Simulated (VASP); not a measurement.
# CaF2 (Fluorite) (Fm-3m) in VASP: further runs, part 2 of 2

VASP 6.6.1. The steps go on from the part before.

## (3) Relaxation of cell and atoms, PBEsol

File INCAR:

```
ALGO     = Normal         # electronic algorithm
EDIFF    = 1E-6           # SCF threshold, eV
EDIFFG   = -0.01          # ionic threshold
ENCUT    = 600            # plane-wave cutoff, eV
GGA      = PS             # functional
IBRION   = 2              # ionic algorithm
ISIF     = 3              # what is computed and relaxed
ISMEAR   = 0              # smearing method
KPAR     = 4            
LASPH    = T              # aspherical terms in the spheres
LCHARG   = F              # write CHGCAR
LREAL    = F              # projectors in reciprocal space
LWAVE    = F              # write WAVECAR
NELM     = 80             # most SCF steps
NSW      = 90             # ionic steps
PREC     = Accurate       # precision mode
SIGMA    = 0.03           # smearing width, eV
```

File KPOINTS:

```
k-points
0
Gamma
  8 8 8
```

File POSCAR:

```
CaF2
1.0
    0.0000000000      2.7310000000      2.7310000000
    2.7310000000      0.0000000000      2.7310000000
    2.7310000000      2.7310000000      0.0000000000
Ca F
1 2
Direct
    0.0000000000      0.0000000000      0.0000000000
    0.2500000000      0.2500000000      0.2500000000
    0.7500000000      0.7500000000      0.7500000000
```

Potentials or basis: VASP PAW PBE potentials, release 64 (Ca_sv, F).

Started as:

```
$ cat potpaw_PBE.64/Ca_sv/POTCAR potpaw_PBE.64/F/POTCAR > POTCAR
$ mpirun -np 4 vasp_std > vasp.out
```

OUTCAR:

```text
EDIFF = 1E-6
   EDIFFG = -0.01
   ENCUT = 600
   GGA = PS
   IBRION = 2
   ISIF = 3
   ISMEAR = 0
   LASPH = T
   LREAL = F
   NELM = 80
   NSW = 90
   PREC = Accurate

 ion  position               nearest neighbor table
   1  0.000  0.000  0.000-   3 2.37   3 2.37   3 2.37   2 2.37   3 2.37   2 2.37   2 2.37   2 2.37

   2  0.250  0.250  0.250-   1 2.37   1 2.37   1 2.37   1 2.37
   3  0.750  0.750  0.750-   1 2.37   1 2.37   1 2.37   1 2.37

  LATTYP: Found a face centered cubic cell.
 ALAT       =     5.4620000000

  Lattice vectors:

 A1 = (   0.0000000000,   2.7310000000,   2.7310000000)
 A2 = (   2.7310000000,   0.0000000000,   2.7310000000)
 A3 = (   2.7310000000,   2.7310000000,   0.0000000000)

Analysis of symmetry for initial positions (statically):
=====================================================================
 Subroutine PRICEL returns:
 Original cell was already a primitive cell.

 Routine SETGRP: Setting up the symmetry group for a
 face centered cubic supercell.

 Subroutine GETGRP returns: Found 48 space group operations
 (whereof 48 operations were pure point group operations)
 out of a pool of 48 trial point group operations.

The static configuration has the point symmetry O_h .

Analysis of symmetry for dynamics (positions and initial velocities):
=====================================================================
 Subroutine PRICEL returns:
 Original cell was already a primitive cell.

 Routine SETGRP: Setting up the symmetry group for a
 face centered cubic supercell.

 Subroutine GETGRP returns: Found 48 space group operations
 (whereof 48 operations were pure point group operations)
 out of a pool of 48 trial point group operations.

The dynamic configuration has the point symmetry O_h .

 Subroutine INISYM returns: Found 48 space group operations
 (whereof 48 operations are pure point group operations),
[... 638 lines left out ...]
      4.09650      4.09650      4.09650        -0.000000     -0.000000     -0.000000
 -----------------------------------------------------------------------------------
    total drift:                                0.000000     -0.000000      0.000000

  FREE ENERGIE OF THE ION-ELECTRON SYSTEM (eV)
  ---------------------------------------------------
  free  energy   TOTEN  =       -17.9025068336 eV

  energy  without entropy=      -17.9025068336  energy(sigma->0) =      -17.90250683

--------------------------------------- Ionic step        2  -------------------------------------------

 number of electron      23.9999987 magnetization

 Free energy of the ion-electron system (eV)
  ---------------------------------------------------
  ext. energy  EPLUGINS =         0.00000000
  ---------------------------------------------------
  free energy    TOTEN  =       -17.90698348 eV

  energy without entropy =      -17.90698348  energy(sigma->0) =      -17.90698348

 E-fermi :  -0.8324     XC(G=0): -10.0041

 val. band max:       -0.9750570625   @ k =   0.5000   0.5000   0.0000
 cond. band min:       6.2378121203   @ k =   0.0000   0.0000   0.0000
 fundamental gap:      7.2128691828
 Fermi energy:        -0.8324008042

 k-point     1 :       0.0000    0.0000    0.0000
  band No.  band energies     occupation
      1     -36.6876      2.00000
      2     -20.8488      2.00000
      3     -20.0266      2.00000
      4     -17.7121      2.00000
      5     -17.7121      2.00000
      6     -17.7121      2.00000
[... 435 lines left out ...]
      5     -17.5469      2.00000
      6     -17.2768      2.00000
[... 8 lines left out ...]
     15       8.9664      0.00000
     16       9.4282      0.00000

 [... further k-points ...]

------------------------ aborting loop because EDIFF is reached ----------------------------------------

  FORCE on cell =-STRESS in cart. coord.  units (eV):
  Direction    XX          YY          ZZ          XY          YZ          ZX
  --------------------------------------------------------------------------------------
  -------------------------------------------------------------------------------------
  Total        0.0004001      0.0004001      0.0004001      0.0000000     -0.0000000      0.0000000
  in kB        0.0160629      0.0160629      0.0160629      0.0000000     -0.0000000      0.0000000
  external PRESSURE =       0.0160629 kB  Pullay stress =       0.0000000 kB

 VOLUME and BASIS-vectors are now :
 -----------------------------------------------------------------------------
  energy-cutoff  :      600.00
  volume of cell :       39.91
      direct lattice vectors                 reciprocal lattice vectors
     0.000000000  2.712315641  2.712315641    -0.184344326  0.184344326  0.184344326
     2.712315641 -0.000000000  2.712315641     0.184344326 -0.184344326  0.184344326
     2.712315641  2.712315641  0.000000000     0.184344326  0.184344326 -0.184344326

 POSITION                                       TOTAL-FORCE (eV/Angst)
 -----------------------------------------------------------------------------------
      5.42463      2.71232      2.71232        -0.000000      0.000000     -0.000000
      1.35616      1.35616      1.35616         0.000000      0.000000      0.000000
      4.06847      4.06847      4.06847        -0.000000     -0.000000     -0.000000
 -----------------------------------------------------------------------------------
    total drift:                                0.000000     -0.000000      0.000000

  FREE ENERGIE OF THE ION-ELECTRON SYSTEM (eV)
  ---------------------------------------------------
  free  energy   TOTEN  =       -17.9069834807 eV

  energy  without entropy=      -17.9069834807  energy(sigma->0) =      -17.90698348

 reached required accuracy - stopping structural energy minimisation
```

OSZICAR:

```text
N       E                     dE             d eps       ncg     rms          rms(c)
DAV:   1     0.240142162425E+03    0.24014E+03   -0.14928E+04   928   0.170E+03
DAV:   2    -0.832075649758E+01   -0.24846E+03   -0.24455E+03  1192   0.417E+02
DAV:   3    -0.186170341100E+02   -0.10296E+02   -0.10289E+02  1064   0.947E+01
[... 15 lines left out ...]
DAV:   4    -0.179067175643E+02    0.11643E-02   -0.11167E-02  1472   0.853E-01    0.973E-02
DAV:   5    -0.179067481166E+02   -0.30552E-04   -0.18150E-04  1048   0.140E-01    0.883E-02
DAV:   6    -0.179069788671E+02   -0.23075E-03   -0.32616E-04  1584   0.147E-01    0.202E-02
DAV:   7    -0.179069808488E+02   -0.19817E-05   -0.17044E-05  1208   0.534E-02    0.417E-03
DAV:   8    -0.179069833543E+02   -0.25055E-05   -0.22360E-06  1264   0.167E-02    0.934E-04
DAV:   9    -0.179069834807E+02   -0.12641E-06   -0.67261E-08   528   0.270E-03
   2 F= -.17906983E+02 E0= -.17906983E+02  d E =-.447665E-02
```

It took 7.7 s on 4 MPI ranks of Intel Xeon 6975P-C (Granite Rapids), shared host; peak memory 0.18 GiB.

What came out:

```
Free energy                            : -17.9070 eV
Relaxed volume                         : 13.30 Å³/atom
Relaxed cell                           : a = 3.836 Å, b = 3.836 Å, c = 3.836 Å, α = 60.00°, β = 60.00°, γ = 60.00°
Space group after relaxing (to 0.05 Å) : Fm-3m (No. 225)
Energy gained by relaxing              : 1.5 meV/atom
Ionic steps                            : 2
Pressure after relaxing                : 0.0 GPa
Band gap on the k mesh                 : 7.21 eV, indirect (least direct gap 7.47 eV)
```

Step by step:
```
step  energy change (eV)  largest force (eV/Å)  pressure (GPa)  volume (Å³)
   1              0.0000                0.0000           -1.67        40.74
   2             -0.0045                0.0000            0.00        39.91
```

Final structure:
```
CELL_PARAMETERS angstrom
0.00000 2.71232 2.71232
2.71232 0.00000 2.71232
2.71232 2.71232 0.00000
ATOMIC_POSITIONS crystal
Ca 0.00000 0.00000 0.00000
F 0.25000 0.25000 0.25000
F 0.75000 0.75000 0.75000
```

Caveat: the PAW data sets were made with another functional, which shifts forces and pressure a little.

## (4) Relaxation of cell and atoms, PBEsol

This run uses another cell than the first one, of 13.30 Å³/atom, 0.980 times its volume.

INCAR, as its differences from that of step 3:

```diff
@@ -1,4 +1,4 @@
 ALGO     = Normal         # electronic algorithm
-EDIFF    = 1E-6           # SCF threshold, eV
-EDIFFG   = -0.01          # ionic threshold
+EDIFF    = 1E-7           # SCF threshold, eV
+EDIFFG   = -0.005         # ionic threshold
 ENCUT    = 600            # plane-wave cutoff, eV
```

KPOINTS is that of step 3.

File POSCAR:

```
CaF2                                    
1.0
    0.0000000000      2.7123156408      2.7123156408
    2.7123156408     -0.0000000000      2.7123156408
    2.7123156408      2.7123156408      0.0000000000
  Ca              F             
     1     2
Direct
     0.0000000000000000    1.0000000000000000    1.0000000000000000
     0.2500000000000000    0.2500000000000000    0.2500000000000000
     0.7500000000000000    0.7500000000000000    0.7500000000000000
```

Started as:

```
$ cat potpaw_PBE.64/Ca_sv/POTCAR potpaw_PBE.64/F/POTCAR > POTCAR
$ mpirun -np 4 vasp_std > vasp.out
```

It took 5 s on 4 MPI ranks of Intel Xeon 6975P-C (Granite Rapids), shared host; peak memory 0.18 GiB.

It converged, with:

```yaml
Free_energy: -17.9047 eV
Pressure_after_relaxing: 0.0 GPa
Band_gap_on_the_k_mesh: 7.21 eV, indirect (least direct gap 7.47 eV)
```

Final structure:
```
Ca F
1.0
     0.00000    2.71232    2.71232
     2.71232    0.00000    2.71232
     2.71232    2.71232    0.00000
Ca F
1 2
Direct
  0.00000 0.00000 0.00000
  0.25000 0.25000 0.25000
  0.75000 0.75000 0.75000
```

Levels at points of the mesh, in eV from the valence-band top:
| k point | band 9 | band 10 | band 11 | band 12 | band 13 | band 14 | band 15 | band 16 |
| --- | --- | --- | --- | --- | --- | --- | --- | --- |
| (0.00, 0.00, 0.00) | -2.21 | -0.26 | -0.26 | -0.26 | 7.21 | 9.20 | 9.20 | 11.39 |
| (0.50, 0.00, 0.00) | -1.34 | -1.28 | -0.86 | -0.86 | 9.43 | 9.43 | 9.83 | 10.64 |
| (0.50, 0.50, 0.00) | -1.70 | -0.38 | -0.38 | 0.00 | 8.07 | 9.59 | 10.18 | 11.00 |

Caveat: the relaxation stopped at its first step, so nothing moved; the PAW data sets were made with another functional, which shifts forces and pressure a little.
